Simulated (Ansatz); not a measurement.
# BaTe (P6_3/mmc, relaxed from a wurtzite start): how the settings move a single-point run

Question: which choices in the input matter for BaTe (P6_3/mmc, relaxed from a wurtzite start)?

Method: reference: DFT PBE, scalar-relativistic, plane waves, PAW, unless a step's input says otherwise, in Ansatz 0.2.0.

1 further run of the same task is left out (it didn't finish). Runs told in other sessions of the task aren't counted.

## 1. The starting structure

The structure is hexagonal, space group P6_3/mmc (No. 194). Conventional cell: a = 5.970 Å, b = 5.970 Å, c = 7.002 Å, α = 90.00°, β = 90.00°, γ = 120.00°. Ba (site symmetry -6m2) is surrounded by 5 Te at 3.45 to 3.50 Å. Te (site symmetry -6m2) has 5 Ba at 3.45 to 3.50 Å in its first shell of neighbours.

As a file:

```
Ba Te
1.0
     5.97021    0.00000    0.00000
    -2.98511    5.17035    0.00000
     0.00000    0.00000    7.00243
Ba Te
2 2
Direct
  0.66667 0.33333 0.06259
  0.33333 0.66667 0.56259
  0.66667 0.33333 0.56261
  0.33333 0.66667 0.06261
```

## 2. Baseline

Input file input.yaml:

```yaml
crystal:
  lattice:
    - [5.9702102791, 0.0, 0.0]
    - [-2.9851051396, 5.1703537676, 0.0]
    - [0.0, 0.0, 7.0024277399]
  atoms:
    - { symbol: Ba, position: [0.6666666667, 0.3333333333, 0.0625865676] }
    - { symbol: Ba, position: [0.3333333333, 0.6666666667, 0.5625865676] }
    - { symbol: Te, position: [0.6666666667, 0.3333333333, 0.5626134324] }
    - { symbol: Te, position: [0.3333333333, 0.6666666667, 0.0626134324] }
basis:
  ecutwfc: 420
  ecutrho_ratio: 4
kpoints:
  mp_grid: { grid: [8, 8, 4] }
  band_path:
    path:
      - [[0.0, 0.0, 0.0], [0.5, 0.0, 0.0], [0.33333333, 0.33333333, 0.0], [0.0, 0.0, 0.0], [0.0, 0.0, 0.5], [0.5, 0.0, 0.5], [0.33333333, 0.33333333, 0.5], [0.0, 0.0, 0.5]]
      - [[0.5, 0.0, 0.5], [0.5, 0.0, 0.0]]
      - [[0.33333333, 0.33333333, 0.5], [0.33333333, 0.33333333, 0.0]]
    npoints: 14
hamiltonian:
  xc: pbe
scf:
  occupations: { method: gaussian, width: 0.05 }
  n_extra_bands: 17
output:
  forces: true
  stress: true
  eigenvalues: true
  populations: true
  dos: { projected: true, de: 0.02, nscf_kmesh: { grid: [12, 12, 6] } }
  bader: true
  write_density: true
  write_potential: true
  elf: true
  volumetric_format: npy
```

On the command line:

```console
$ ansatz run input.yaml --threads 2 --pin off --max-ram 2662MiB --backend cpu --events-out ev --progress --plain --runs-dir out
```

## 3. Variant: accuracy low

Input file input.yaml:

```yaml
crystal:
  lattice:
    - [5.970210279079, 2.886777458209e-11, 0.0]
    - [-2.985105139565, 5.170353767603, 0.0]
    - [0.0, 0.0, 7.0024277399]
  atoms:
    - { symbol: Ba, position: [0.6666666666667, 0.3333333333333, 0.0625865676] }
    - { symbol: Ba, position: [0.3333333333333, 0.6666666666667, 0.5625865676] }
    - { symbol: Te, position: [0.6666666666667, 0.3333333333333, 0.5626134324] }
    - { symbol: Te, position: [0.3333333333333, 0.6666666666667, 0.0626134324] }
basis:
  ecutwfc: 420
  ecutrho_ratio: 4
kpoints:
  mp_grid: { grid: [8, 8, 4] }
hamiltonian:
  xc: pbe
scf:
  occupations: { method: gaussian, width: 0.05 }
output:
  forces: true
  stress: true
accuracy: low
```

## 4. Changing settings: eigensolver.kind davidson

Input file input.yaml:

```yaml
crystal:
  lattice:
    - [5.970210279079, 2.886777458209e-11, 0.0]
    - [-2.985105139565, 5.170353767603, 0.0]
    - [0.0, 0.0, 7.0024277399]
  atoms:
    - { symbol: Ba, position: [0.6666666666667, 0.3333333333333, 0.0625865676] }
    - { symbol: Ba, position: [0.3333333333333, 0.6666666666667, 0.5625865676] }
    - { symbol: Te, position: [0.6666666666667, 0.3333333333333, 0.5626134324] }
    - { symbol: Te, position: [0.3333333333333, 0.6666666666667, 0.0626134324] }
basis:
  ecutwfc: 420
  ecutrho_ratio: 4
kpoints:
  mp_grid: { grid: [8, 8, 4] }
hamiltonian:
  xc: pbe
scf:
  occupations: { method: gaussian, width: 0.05 }
  eigensolver: { kind: davidson }
output:
  forces: true
  stress: true
```

## 5. Changed: basis.precision f64, xc revpbe, eigensolver.kind davidson

Input file input.yaml:

```yaml
crystal:
  lattice:
    - [5.970210279079, 2.886777458209e-11, 0.0]
    - [-2.985105139565, 5.170353767603, 0.0]
    - [0.0, 0.0, 7.0024277399]
  atoms:
    - { symbol: Ba, position: [0.6666666666667, 0.3333333333333, 0.0625865676] }
    - { symbol: Ba, position: [0.3333333333333, 0.6666666666667, 0.5625865676] }
    - { symbol: Te, position: [0.6666666666667, 0.3333333333333, 0.5626134324] }
    - { symbol: Te, position: [0.3333333333333, 0.6666666666667, 0.0626134324] }
basis:
  ecutwfc: 420
  ecutrho_ratio: 4
  precision: f64
kpoints:
  mp_grid: { grid: [8, 8, 4] }
hamiltonian:
  xc: revpbe
scf:
  occupations: { method: gaussian, width: 0.05 }
  eigensolver: { kind: davidson }
output:
  forces: true
  stress: true
```

## 6. Changing settings: chi_scale 0.1

Input file input.yaml:

```yaml
crystal:
  lattice:
    - [5.970210279079, 2.886777458209e-11, 0.0]
    - [-2.985105139565, 5.170353767603, 0.0]
    - [0.0, 0.0, 7.0024277399]
  atoms:
    - { symbol: Ba, position: [0.6666666666667, 0.3333333333333, 0.0625865676] }
    - { symbol: Ba, position: [0.3333333333333, 0.6666666666667, 0.5625865676] }
    - { symbol: Te, position: [0.6666666666667, 0.3333333333333, 0.5626134324] }
    - { symbol: Te, position: [0.3333333333333, 0.6666666666667, 0.0626134324] }
basis:
  ecutwfc: 420
  ecutrho_ratio: 4
kpoints:
  mp_grid: { grid: [8, 8, 4] }
hamiltonian:
  xc: pbe
scf:
  occupations: { method: gaussian, width: 0.05 }
  initial_density: { chi_scale: 0.1 }
output:
  forces: true
  stress: true
```

**Question.** What will these runs give? Wanted: for each run, ending; energy change; pressure; gap; force.

The runs gave:

| run | ending | energy change | pressure (GPa) | gap (eV) | force (eV/Å) | cycles | time |
| --- | --- | --- | --- | --- | --- | --- | --- |
| reference | converged | 0 | 0.0 | 2.00 | 0.00 | 6 | 84 s |
| 1: accuracy low | converged | 0.0 meV/atom | 0.0 | 2.00 | 0.00 | 6 | 6.5 s |
| 2: eigensolver.kind davidson | converged | 0.0 meV/atom | 0.0 | 2.00 | 0.00 | 7 | 10 s |
| 3: basis.precision f64, xc revpbe, eigensolver.kind davidson | converged | not comparable | 0.7 | 2.10 | 0.00 | 6 | 13 s |
| 4: chi_scale 0.1 | converged | 0.0 meV/atom | 0.0 | 2.00 | 0.00 | 8 | 7.5 s |

Times don't compare one to one where runs were asked for different outputs or read a saved state (see the inputs); cycles may leave out searches for a lower state.

Residual by cycle in the longest SCF loop of each run; runs are numbered as in the table. The quantity is the density residual dr2, in eV.

```csv
cycle,reference,run 1,run 2,run 3,run 4
1,0.00279,0.00256,0.00281,0.00101,3.22
2,5.0e-4,7.2e-4,6.4e-4,4.1e-4,0.753
3,5.2e-5,6.2e-5,8.5e-5,3.9e-5,0.133
4,2.3e-6,1.5e-5,1.2e-5,1.2e-5,0.0117
5,1.0e-7,2.3e-6,9.3e-6,5.1e-7,1.0e-3
6,9.1e-9,1.3e-7,1.2e-6,5.2e-8,5.0e-5
7,-,-,6.2e-8,-,1.3e-6
8,-,-,-,-,6.2e-8
```

What this shows: Of the converged runs whose energies compare with the reference's, none moves it noticeably. The gap of the reference lacks spin-orbit coupling, though the cell holds Te and Ba.

These are semilocal Kohn-Sham gaps, which aren't the measured quantity. Such gaps usually fall short of the measured ones; spin-orbit coupling, left out here, narrows gaps with Te, so the two errors partly cancel.
